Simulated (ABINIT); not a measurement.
# ScAl3 (Pm-3m) in ABINIT: further runs

One crystal, ScAl3, is run at these levels: PBE+D3(BJ), LDA, PW91, AM05; tasks: equation of state, band structure.

All numbers are computed with ABINIT 10.8.3 (patched build); they aren't measurements. Logs are shortened: lines on timing, memory, paths and dates and some standing lists are left out, and cuts for length are marked. The log counts tension as positive stress, the text compression.

**Experimental background.**

From “A Combined Experimental and First-Principles Based Assessment of Finite-Temperature Thermodynamic Properties of Intermetallic Al3Sc”, 2021, pmc:8067998, for a bulk crystal of ScAl3 at 298 K: bulk modulus 91.5 ± 1.1 GPa.

How close the calculation comes is told below.

## Step 1: Starting point

Symmetry: Pm-3m, No. 221, cubic system. The conventional cell has a = 4.088 Å, b = 4.088 Å, c = 4.088 Å, α = 90.00°, β = 90.00°, γ = 90.00°. Sc (site symmetry m-3m) is surrounded by 12 Al at 2.89 Å. Al (site symmetry 4/mmm) is surrounded by 4 Sc at 2.89 Å and 8 Al at 2.89 Å.

The cell is a database's computed one.

## Step 2: Equation of state, PBE+D3(BJ)

The input, run.abi:

```
# Datasets: one volume each
ndtset 7
getwfk -1
scalecart1 3*0.9795861087
scalecart2 3*0.9864848297
scalecart3 3*0.9932883884
scalecart4 3*1.0000000000
scalecart5 3*1.0066227096
scalecart6 3*1.0131594038
scalecart7 3*1.0196128224

# Pseudopotentials
pp_dirpath "./"
pseudos "Sc.GGA_PBE-JTH.xml, Al.GGA_PBE-JTH.xml"

# Structure
acell 3*1.0 Angstrom
rprim
     4.0878065700     0.0000000000     0.0000000000
     0.0000000000     4.0878065700     0.0000000000
     0.0000000000     0.0000000000     4.0878065700
ntypat 2
znucl 21 13
natom 4
typat 1 2 2 2
xred
     0.0000000000     0.0000000000     0.0000000000
     0.5000000000     0.5000000000     0.0000000000
     0.0000000000     0.5000000000     0.5000000000
     0.5000000000     0.0000000000     0.5000000000

# Plane-wave basis
ecut 20.0
pawecutdg 40.0

# k points
kptopt 1
ngkpt 7 7 7
nshiftk 1
shiftk 0.0 0.0 0.0

# Exchange and correlation
ixc 11
vdw_xc 7

# Bands and occupations
nband 14
occopt 3
tsmear 0.00183747

# SCF cycle
nstep 100
tolvrs 1.0e-9

# Output
iomode 3
prtwf 1
prtden 0
prteig 0
prtebands 0
```

Potentials or basis: JTH PAW PBE v2.0.

The run is started by

```bash
$ abinit run.abi > log 2>&1
```

run.abo:

```text
.Version 10.8.3 of ABINIT
 DATASET    1 : space group Pm -3 m (#221); Bravais cP (primitive cubic)
================================================================================
 Values of the parameters that define the memory need for DATASET  1.
     intxc =       0    ionmov =       0      iscf =      17    lmnmax =      18
     lnmax =       6     mgfft =      32  mpssoang =       3    mqgrid =    3001
     natom =       4  nloc_mem =       2    nspden =       1   nspinor =       1
    nsppol =       1      nsym =      48    n1xccc =       1    ntypat =       2
    occopt =       3   xclevel =       2
       mpw =        1870          nfft =       32768          nkpt =          20
 PAW method is used; the additional fine FFT grid is defined by:
   mgfftf=        45    nfftf =     91125
================================================================================
================================================================================
[... 71 lines left out ...]
 DATASET    7 : space group Pm -3 m (#221); Bravais cP (primitive cubic)
================================================================================
 Values of the parameters that define the memory need for DATASET  7.
     intxc =       0    ionmov =       0      iscf =      17    lmnmax =      18
     lnmax =       6     mgfft =      32  mpssoang =       3    mqgrid =    3001
     natom =       4  nloc_mem =       2    nspden =       1   nspinor =       1
    nsppol =       1      nsym =      48    n1xccc =       1    ntypat =       2
    occopt =       3   xclevel =       2
       mpw =        2099          nfft =       32768          nkpt =          20
 PAW method is used; the additional fine FFT grid is defined by:
   mgfftf=        48    nfftf =    110592
================================================================================
================================================================================

--------------------------------------------------------------------------------
------------- Echo of variables that govern the present computation ------------
--------------------------------------------------------------------------------
 -outvars: echo values of preprocessed input variables --------
            acell      1.8897261259E+00  1.8897261259E+00  1.8897261259E+00 Bohr
              amu      4.49559100E+01  2.69815390E+01
             ecut      2.00000000E+01 Hartree
           getwfk          -1
              ixc          11
           jdtset        1    2    3    4    5    6    7
         kptrlatt        7    0    0      0    7    0      0    0    7
          kptrlen1     5.29699865E+01
          kptrlen2     5.33430269E+01
          kptrlen3     5.37109215E+01
          kptrlen4     5.40738441E+01
          kptrlen5     5.44319595E+01
          kptrlen6     5.47854237E+01
          kptrlen7     5.51343848E+01
            natom           4
            nband          14
           ndtset           7
            ngfft          32      32      32
          ngfftdg1         45      45      45
[... 154 lines left out ...]
- pspini: atom type   1  psp file is ./Sc.GGA_PBE-JTH.xml
 Pseudopotential format is: paw10
 basis_size (lnmax)=  6 (lmn_size= 18), orbitals=   0   0   1   1   2   2
 Spheres core radius: rc_sph= 2.41050872
 Shapefunction is BESSEL type: shapef(r,l)=aa(1,l)*jl(q(1,l)*r)+aa(2,l)*jl(q(2,l)*r)
 Radius for shape functions =  2.10063212
 Compensation charge density is not taken into account in XC energy/potential

- pspini: atom type   2  psp file is ./Al.GGA_PBE-JTH.xml
 Pseudopotential format is: paw10
 basis_size (lnmax)=  4 (lmn_size=  8), orbitals=   0   0   1   1
 Spheres core radius: rc_sph= 1.90363307
 Shapefunction is SIN type: shapef(r)=[sin(pi*r/rshp)/(pi*r/rshp)]**2
 Radius for shape functions =  1.60786206
 Compensation charge density is not taken into account in XC energy/potential

   9.45826179E+01                                ecore*ucvol(ha*bohr**3)
--------------------------------------------------------------------------------

================================================================================

--- !BeginCycle
iteration_state: {dtset: 1, }
solver: {iscf: 17, nstep: 100, nline: 4, wfoptalg: 10, }
tolerances: {tolvrs: 1.00E-09, }
...
[... 1360 lines left out ...]
-Cartesian components of stress tensor (GPa)         [Pressure= -7.0155E+00 GPa]
- sigma(1 1)=  7.01549437E+00  sigma(3 2)=  0.00000000E+00
- sigma(2 2)=  7.01549437E+00  sigma(3 1)=  0.00000000E+00
- sigma(3 3)=  7.01549437E+00  sigma(2 1)=  0.00000000E+00

== END DATASET(S) ==============================================================
================================================================================

 -outvars: echo values of variables after computation  --------
            acell      1.8897261259E+00  1.8897261259E+00  1.8897261259E+00 Bohr
           etotal1    -5.3462705575E+01
           etotal2    -5.3463388539E+01
           etotal3    -5.3463419933E+01
           etotal4    -5.3462862605E+01
           etotal5    -5.3461775514E+01
           etotal6    -5.3460211894E+01
           etotal7    -5.3458219780E+01
            fcart1    -0.0000000000E+00 -0.0000000000E+00 -0.0000000000E+00
                      -0.0000000000E+00 -0.0000000000E+00 -0.0000000000E+00
                      -0.0000000000E+00 -0.0000000000E+00 -0.0000000000E+00
                      -0.0000000000E+00 -0.0000000000E+00 -0.0000000000E+00
            fcart2    -0.0000000000E+00 -0.0000000000E+00 -0.0000000000E+00
                      -0.0000000000E+00 -0.0000000000E+00 -0.0000000000E+00
                      -0.0000000000E+00 -0.0000000000E+00 -0.0000000000E+00
                      -0.0000000000E+00 -0.0000000000E+00 -0.0000000000E+00
            fcart3    -0.0000000000E+00 -0.0000000000E+00 -0.0000000000E+00
                      -0.0000000000E+00 -0.0000000000E+00 -0.0000000000E+00
[... 66 lines left out ...]
                       2.0439032850E+00  2.0439032850E+00  0.0000000000E+00
                       0.0000000000E+00  2.0439032850E+00  2.0439032850E+00
                       2.0439032850E+00  0.0000000000E+00  2.0439032850E+00
           xangst5     0.0000000000E+00  0.0000000000E+00  0.0000000000E+00
                       2.0574394629E+00  2.0574394629E+00  0.0000000000E+00
                       0.0000000000E+00  2.0574394629E+00  2.0574394629E+00
                       2.0574394629E+00  0.0000000000E+00  2.0574394629E+00
           xangst6     0.0000000000E+00  0.0000000000E+00  0.0000000000E+00
                       2.0707998337E+00  2.0707998337E+00  0.0000000000E+00
                       0.0000000000E+00  2.0707998337E+00  2.0707998337E+00
                       2.0707998337E+00  0.0000000000E+00  2.0707998337E+00
           xangst7     0.0000000000E+00  0.0000000000E+00  0.0000000000E+00
                       2.0839899971E+00  2.0839899971E+00  0.0000000000E+00
                       0.0000000000E+00  2.0839899971E+00  2.0839899971E+00
                       2.0839899971E+00  0.0000000000E+00  2.0839899971E+00
             xred      0.0000000000E+00  0.0000000000E+00  0.0000000000E+00
                       5.0000000000E-01  5.0000000000E-01  0.0000000000E+00
                       0.0000000000E+00  5.0000000000E-01  5.0000000000E-01
                       5.0000000000E-01  0.0000000000E+00  5.0000000000E-01
 Calculation completed.
```

Run time: 2 min. Hardware: 1 thread of Arm Neoverse V1, shared host; peak memory 0.16 GiB.

Results:

- Equilibrium volume: 16.58 Å³/atom
- Bulk modulus: 95 GPa
- Pressure derivative of the bulk modulus: 4.1

Energy against volume, from the lowest point:
```csv
volume (Å³/atom),energy (meV/atom)
16.052,4.86
16.394,0.21
16.735,0.00
17.077,3.79
17.419,11.19
17.760,21.82
18.102,35.38
```

Caveat: pressures at fixed basis lie under the slope of the energies.

(Part 1 of 2 ends here.)
